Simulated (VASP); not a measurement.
Wanted: the native input for a VASP 6.6.1 run.

| Quantity | Value |
| --- | --- |
| Task | relaxation of the atoms |
| Functional | AM05 |
| Potentials or basis | VASP PAW PBE potentials, release 64 (Cd) |
| Cutoff | 520 eV |
| k mesh | 10 × 10 × 5 |
| Occupations | gaussian, width 0.05 eV |
| Spin | no spin polarisation |
| Further INCAR settings | ADDGRID = True; ALGO = Normal; EDIFF = 1e-07; NBANDS = 16; IBRION = 2; EDIFFG = -0.005; NSW = 40 |

The structure of Cd lies in POSCAR:

```
Cd
1.0
    3.0180701533      0.0000000000      0.0000000000
   -1.5090350766      2.6137254232      0.0000000000
    0.0000000000      0.0000000000      5.6915749249
Cd
2
Selective dynamics
Direct
    0.6666666667      0.3333333333      0.7500000000  F F F
    0.3333333333      0.6666666667      0.2500000000  T T T
```

The cell isn't the ideal one: volume scaled by 1.04.

The input as run:

INCAR

```
SYSTEM = Cd
  PREC = Accurate
  ENCUT = 520
  EDIFF = 1E-7
  ISMEAR = 0
  SIGMA = 0.05
  LREAL = .FALSE.
  LASPH = .TRUE.
  NELM = 60
  ALGO = Normal
  ISIF = 2
  LWAVE = .FALSE.
  LCHARG = .FALSE.
  GGA = AM
  IBRION = 2
  NSW = 40
  EDIFFG = -0.005
  NBANDS = 16
  ADDGRID = .TRUE.
```

KPOINTS

```
Automatic mesh
0
G
  10 10 5
  0 0 0
```

Potentials or basis: VASP PAW PBE potentials, release 64 (Cd).

The run is started by

```console
$ cat potpaw_PBE.64/Cd/POTCAR > POTCAR
$ mpirun -np 1 vasp_std > vasp.out
```

Results of the run:

```yaml
Pressure_after_relaxing: -2.8 GPa
Band_gap_on_the_k_mesh: none (metal or under the smearing width)
```

Caveat: the relaxation stopped at its first step, so nothing moved; the PAW data sets were made with another functional, which shifts forces and pressure a little.

Wall time 31 s on 1 thread of Intel(R) Xeon(R) Platinum 8488C (Sapphire Rapids), on a shared host, peak memory 0.25 GiB.
